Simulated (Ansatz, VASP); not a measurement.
One calculation of Sc, two programs

```xyz
1
Lattice="0.0000 2.3268 2.3268 2.3268 0.0000 2.3268 2.3268 2.3268 0.0000" Properties=species:S:1:pos:R:3 pbc="T T T"
Sc    0.0000    0.0000    0.0000
```

Alike in both runs: task single point; functional PBE; k mesh 8 × 8 × 8; occupations tetrahedron; no spin polarisation.

```csv
,VASP,Ansatz
version,VASP 6.6.1,Ansatz 0.2.0
potentials or method,"VASP PAW PBE potentials, release 64 (Sc_sv)","scalar-relativistic, plane waves, PAW"
plane-wave cutoff (eV),520,420
valence electrons in the cell,11,11
```

|  | VASP | Ansatz | Ansatz less VASP |
| --- | --- | --- | --- |
| gap on the k mesh at the Fermi level (eV) | none | none | - |
| pressure (GPa) | -1.2 | -1.2 | -0.02 |

A gap of «none» marks a metal or a gap that the smearing closes. The functional is the same, so the differences come from potentials, cutoffs and numerics. Ansatz warned: «band_table_not_solved_further».

Caveats: tetrahedron occupations give inexact forces and stress in metals.
